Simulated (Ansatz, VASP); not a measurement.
## PtSe2 in VASP and in Ansatz

Contents of INCAR:

```
SYSTEM = PtSe2
  PREC = Accurate
  ENCUT = 520
  EDIFF = 1E-6
  ISMEAR = 0
  SIGMA = 0.1
  LREAL = .False.
  LASPH = .True.
  NELM = 80
  ALGO = Normal
  ISIF = 2
  LWAVE = .False.
  LCHARG = .False.
  LDIPOL = .True.
  IDIPOL = 3
  DIPOL = 0.5 0.5 0.500
  GGA = PE
  IVDW = 12
  NBANDS = 18
```

KPOINTS

```
regular mesh
0
Gamma
  6 6 1
  0 0 0
```

The input POSCAR:

```
PtSe2
1.0
    3.7715031151      0.0000000000      0.0000000000
   -1.8857515575      3.2662175081      0.0000000000
    0.0000000000      0.0000000000     31.1212903790
Se Pt
2 1
Direct
    0.6666666667      0.3333333333      0.4588602343
    0.3333333333      0.6666666667      0.5411397657
    0.0000000000      0.0000000000      0.5000000000
```

Input for Ansatz:

```yaml
crystal:
  lattice:
    - [3.771503115, 0.0, 0.0]
    - [-1.8857515575, 3.266217508, 0.0]
    - [0.0, 0.0, 31.1212903767]
  atoms:
    - { symbol: Se, position: [0.6666666667, 0.3333333333, 0.4588602343] }
    - { symbol: Pt, position: [0.0, 0.0, 0.5] }
    - { symbol: Se, position: [0.3333333333, 0.6666666667, 0.5411397657] }
  periodic: [true, true, false]
basis:
  ecutwfc: 420
kpoints:
  mp_grid: { grid: [6, 6, 1] }
hamiltonian:
  xc: pbe
  pseudopotentials: { kind: paw, azcp: { folder: soft_1 } }
  dispersion: d3bj
scf:
  occupations: { method: gaussian, width: 0.1 }
output:
  forces: true
  stress: true
  eigenvalues: true
```

Alike in both runs: task single point; functional PBE; dispersion D3(BJ); k mesh 6 × 6 × 1; occupations gaussian, width 0.1 eV; no spin polarisation.

|  | VASP | Ansatz |
| --- | --- | --- |
| version | VASP 6.6.1 | Ansatz 0.2.0 |
| potentials or method | VASP PAW PBE potentials, release 64 (Se, Pt) | scalar-relativistic, plane waves, PAW |
| plane-wave cutoff (eV) | 520 | 420 |
| valence electrons in the cell | 22 | 50 |

```tsv
	VASP	Ansatz	Ansatz less VASP
gap on the k mesh at the Fermi level (eV)	1.64	1.65	+0.006
least direct gap on the mesh (eV)	1.75	1.75	+0.006
rms of the force components (eV/Å)	0.038	0.039	+0.0006
```

The two sets of potentials don't hold the same shells in valence.

Caveats: spin-orbit coupling is left out, which moves the levels of the heavy elements. A hybrid or GW would open this gap; PBE tends to underestimate it.
